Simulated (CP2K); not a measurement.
Crystal: HfC.

```
Hf C
1.0
     3.40577    0.00000    0.00000
    -1.40173    3.10394    0.00000
     0.25620   -2.36433    2.43794
Hf C
1 1
Direct
  0.98471 0.98471 0.00000
  0.67945 0.17945 0.50000
```

The cell was built by a generator and needn't be a form met in nature.

Base run:

```yaml
Program: CP2K 2026.2
Functional: PBE
Dispersion: D4
Potentials_or_basis: POTENTIAL_UZH Hf GTH-PBE-q12, C GTH-PBE-q4; TZVP-MOLOPT-PBE-GTH basis
Density_cutoff: 6123 eV
k_mesh: 12 × 12 × 12
Occupations: fermi-dirac, width 0.05 eV
Spin: no spin polarisation
```

Its results: band gap on the k mesh 0.42 eV, indirect (least direct gap 0.90 eV); pressure 63.6 GPa; largest force 10.733 eV/Å.

Q: The run is repeated on the same cell with these changes: dispersion from D4 to D3(BJ)+ATM. What comes out?

A: Band gap on the k mesh 0.42 eV, indirect (least direct gap 0.90 eV); pressure 60.0 GPa; largest force 11.120 eV/Å.

Caveats: a pressure of tens of GPa on the cell as given is suspect, and the run, the potentials or the cell itself is likely at fault; spin-orbit coupling is left out, which moves the levels of the heavy elements; the basis of atomic orbitals isn't converged, which shifts pressures, moduli and gaps; forces of over 1 eV/Å show positions far from the minimum, so gaps and moduli don't describe the material at rest.

A k mesh can miss the band edges.
